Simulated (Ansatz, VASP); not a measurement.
# One calculation of TlCl, two programs

INCAR

```
SYSTEM = TlCl
PREC     = Accurate       ! precision mode
ENCUT    = 520            ! plane-wave cutoff, eV
EDIFF    = 1E-6           ! SCF threshold, eV
ISMEAR   = 1              ! smearing method
SIGMA    = 0.0164         ! smearing width, eV
LREAL    = .FALSE.        ! projectors in reciprocal space
LASPH    = .TRUE.         ! aspherical terms in the spheres
NELM     = 60             ! most SCF steps
ALGO     = Normal         ! electronic algorithm
ISIF     = 2              ! what is computed and relaxed
LWAVE    = .FALSE.        ! write WAVECAR
LCHARG   = .FALSE.        ! write CHGCAR
GGA      = PE             ! functional
NBANDS   = 17             ! bands
```

KPOINTS

```
regular mesh
0
G
  5 5 5
  0 0 0
```

POSCAR

```
TlCl
1.0
    3.8947420000      0.0000000000      0.0000000000
    0.0000000000      3.8947420000      0.0000000000
    0.0000000000      0.0000000000      3.8947420000
Tl Cl
1 1
Direct
    0.0000000000      0.0000000000      0.0000000000
    0.5000000000      0.5000000000      0.5000000000
```

Input for Ansatz:

```yaml
crystal:
  lattice:
    - [3.894742, 0.0, 0.0]
    - [0.0, 3.894742, 0.0]
    - [0.0, 0.0, 3.894742]
  atoms:
    - { symbol: Tl, position: [0.0, 0.0, 0.0] }
    - { symbol: Cl, position: [0.5, 0.5, 0.5] }
  symmetry: { tolerance: 0.0003 }
kpoints:
  mp_grid: { grid: [5, 5, 5], shift: [0, 0, 0] }
magnetization:
  spin_polarized: false
scf:
  occupations: { method: cold, width: 0.0164 }
hamiltonian:
  pseudopotentials: { kind: paw }
  xc: pbe
basis:
  ecutwfc: 420
output:
  forces: true
  stress: true
  eigenvalues: true
```

Alike in both runs: task single point; functional PBE; k mesh 5 × 5 × 5; no spin polarisation.

|  | VASP | Ansatz |
| --- | --- | --- |
| version | VASP 6.6.1 | Ansatz 0.2.0 |
| potentials or method | VASP PAW PBE potentials, release 64 (Tl_d, Cl) | PAW plane waves |
| plane-wave cutoff (eV) | 520 | 420 |
| occupations | methfessel-paxton of order 1, width 0.0164 eV | cold, width 0.0164 eV |
| valence electrons in the cell | 20 | 20 |

|  | VASP | Ansatz | Ansatz less VASP |
| --- | --- | --- | --- |
| gap on the k mesh at the Fermi level (eV) | 2.94 | 2.93 | -0.005 |
| pressure (GPa) | 0.0 | 0.1 | +0.08 |

Caveats: spin-orbit coupling is left out, which as a rule narrows the gap of such compounds by several tenths of an eV; an odd mesh through Γ misses points on the zone boundary, where band edges often lie.
